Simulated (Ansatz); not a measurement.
# Calculated ¹⁷O NMR of the central transition for HfO2 at a changed volume

Cell: a structure deposited in the COD, relaxed with PBE at fixed cell and then changed (volume scaled by 0.98).

```cif
data_HfO2
_symmetry_space_group_name_H-M 'P2_1/c'
_symmetry_Int_Tables_number 14
_cell_length_a 5.0836
_cell_length_b 5.1509
_cell_length_c 5.2486
_cell_angle_alpha 90.000
_cell_angle_beta 99.352
_cell_angle_gamma 90.000
loop_
_atom_site_label
_atom_site_type_symbol
_atom_site_symmetry_multiplicity
_atom_site_Wyckoff_symbol
_atom_site_fract_x
_atom_site_fract_y
_atom_site_fract_z
Hf Hf 4 e 0.2767 0.0419 0.2081
O5 O 4 e 0.4466 0.7584 0.4803
O9 O 4 e 0.0726 0.3393 0.3389
```

One atom of each set is listed.

All values are calculated (Ansatz; DFT, PBE, plane waves and PAW, scalar-relativistic, 420 eV cutoff, Γ-centred 4×4×4 k-points, Fermi–Dirac smearing 0.02 eV), not measured.

¹⁷O has I = 5/2 and Q = -25.58 mb (Pyykkö 2018); at 7.05 T its Larmor frequency is ν₀ = 40.7 MHz. Only the quadrupole interaction is simulated: positions count from each site's isotropic chemical shift, and J coupling is left out, as are shift anisotropy and dipolar coupling, which fast spinning averages.

Question: Give C_Q, η, the quadrupolar product P_Q = |C_Q|(1 + η²/3)^½, the second-order isotropic shift and the breadth of the pattern (fast magic-angle spinning) for each O site.

Answer: 

```json
{"site": "O5", "first shell": "4 Hf at 2.13–2.23 Å", "C_Q (MHz)": "-0.673", "η": "0.96", "P_Q (MHz)": "0.769", "δ_QIS (ppm)": "-2.14", "breadth (kHz)": "0.192"}
{"site": "O9", "first shell": "3 Hf at 2.03–2.13 Å", "C_Q (MHz)": "0.712", "η": "0.93", "P_Q (MHz)": "0.808", "δ_QIS (ppm)": "-2.36", "breadth (kHz)": "0.213"}
```

δ_QIS = −(ν_Q²/30ν₀²)[I(I+1) − 3/4](1 + η²/3) × 10⁶ ppm with ν_Q = 3|C_Q|/[2I(2I−1)]; it falls as 1/B₀² in ppm, and the breadth as 1/B₀ in kHz.

Without spin–orbit coupling the gradients at and beside Hf can be off by some per cent, at some sites by more. At this changed cell the PBE pressure is 10 GPa.
